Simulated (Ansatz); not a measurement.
Crystal: Bi.

```
Bi
1.0
    -1.98143    1.98143    1.98143
     1.98143   -1.98143    1.98143
     1.98143    1.98143   -1.98143
Bi
1
Direct
  0.00000 0.00000 0.00000
```

This isn't the form of Bi at room conditions, which is rhombohedral.

- Program: Ansatz 0.2.0
- Task: relaxation of cell and atoms
- Functional: PBE0
- Potentials or basis: Ansatz PAW
- Cutoff: 420 eV (not typed: the program's choice for these potentials)
- k mesh: 5 × 5 × 5
- Occupations: fermi-dirac, width 0.05 eV
- Spin: no spin polarisation

At the start: volume 31.12 Å³/atom.

Question: How do energy, volume and symmetry change on relaxing?

Answer: It ends after 5 steps and the volume is 29.95 Å³/atom (-3.7 %); space group Im-3m (No. 229, to 0.05 Å).

Step by step:
| step | energy change (eV) | largest force (eV/Å) | volume (Å³) |
| --- | --- | --- | --- |
| 1 | 0.0000 | 0.0000 | 31.12 |
| 2 | -0.0189 | 0.0000 | 30.58 |
| 3 | -0.0216 | 0.0000 | 29.98 |
| 4 | -0.0216 | 0.0000 | 29.95 |
| 5 | -0.0213 | 0.0000 | 29.95 |

Final structure:
```cif
data_structure
_symmetry_space_group_name_H-M 'P 1'
_symmetry_Int_Tables_number 1
_cell_length_a 3.3886
_cell_length_b 3.3886
_cell_length_c 3.3886
_cell_angle_alpha 109.471
_cell_angle_beta 109.471
_cell_angle_gamma 109.471
_cell_volume 29.95
loop_
_atom_site_label
_atom_site_type_symbol
_atom_site_fract_x
_atom_site_fract_y
_atom_site_fract_z
_atom_site_occupancy
Bi1 Bi 0.00000 0.00000 0.00000 1
```

Caveat: the k mesh is coarse (spacing up to 0.45 Å⁻¹), so the values aren't converged, least of all with exact exchange; the plane-wave basis is chosen anew once the cell has moved, so the energies of steps on either side of that aren't comparable; the PAW data sets come from PBE, with cores solved anew for the run's functional, which leaves a small shift of forces and pressure.
